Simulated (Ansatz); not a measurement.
# C (C2/m), γ-surface

Theory: DFT r2SCAN, scalar-relativistic, plane waves, PAW in Ansatz. Cutoff 500 eV, Γ-centred 12×12×3 k-points, Gaussian smearing of 0.05 eV. No spin polarisation. Energies are free energies at this smearing, counted from the undisturbed cell; pressure is positive in compression.

Reference structure (relaxed at this level):

```
CELL_PARAMETERS angstrom
-2.12684 1.22795 0.01101
-2.12684 -1.22795 0.01101
0.06301 0.00000 10.60519
ATOMIC_POSITIONS crystal
C 0.16667 0.16667 0.83335
C 0.50000 0.50000 0.16669
C 0.83333 0.83333 0.50002
C 0.16667 0.16667 0.16668
C 0.50000 0.50000 0.50001
C 0.83333 0.83333 0.83335
```

The cell holds layers and no dispersion correction was added, so their binding is poorly described.

Vector c is tilted by p·a + q·b with the atoms' Cartesian places fixed: one unrelaxed fault a cell on a (0 0 1) plane of area 5.22 Å². Points are written (p, q).

p was sampled at 0.000, 0.167, 0.333, 0.500, 0.667, 0.833 and q at 0.000, 0.167, 0.333, 0.500, 0.667, 0.833.

Problem. Where on the computed points is the energy highest, and how high?

Solution. At (0.667, 0.667): 50 mJ/m².

Problem. Away from (0, 0), which computed point is lowest?

Solution. (0.000, 0.167), (0.167, 0.000): 6 mJ/m².

The map, in mJ/m²:

```
p \ q  0.000  0.167  0.333  0.500  0.667  0.833
0.000      0      6     19     26     19      6
0.167      6      9     14     14      9      6
0.333     19     14     13     13     19     22
0.500     26     14     13     26     39     39
0.667     19      9     19     39     50     39
0.833      6      6     22     39     39     22
```

Cost: 21 runs of about 9.6 core-minutes in all, on Arm Neoverse V1 (shared hosts).